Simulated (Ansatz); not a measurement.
CO2:

```xyz
6
Lattice="2.6359 -2.3874 0.0000 2.6359 2.3874 0.0000 0.0000 0.0000 6.5872" Properties=species:S:1:pos:R:3 pbc="T T T"
O     2.6359    0.9239    4.0060
O     2.6359   -0.9239    2.5811
O     2.6359    1.4635    0.7124
O     2.6359   -1.4635    5.8747
C     2.6359    0.0000    3.2936
C     0.0000    0.0000    0.0000
```

The cell comes from a database or a generator and needn't be the stable form of this composition.

Base run:

```yaml
Program: Ansatz 0.2.0
Functional: PBEsol
Potentials_or_basis: all-electron LAPW, scalar-relativistic
Cutoff: 873 eV
Density_cutoff: 3490 eV
Basis_error_allowed: 0.001 eV/atom
k_mesh: 8 × 8 × 4
Occupations: fermi-dirac, width 0.05 eV
Spin: no spin polarisation
```

Its results: band gap on the k mesh 6.55 eV, indirect (least direct gap 7.11 eV); pressure 1.0 GPa; largest force 0.041 eV/Å.

Problem. The run is repeated on the same cell with these changes: functional from PBEsol to LDA; basis error allowed from 0.001 eV/atom to 0.002 eV/atom. What comes out?

Solution. Band gap on the k mesh 6.33 eV, indirect (least direct gap 6.91 eV); pressure -2.6 GPa; largest force 0.507 eV/Å.

Not every run made on this cell is shown here.
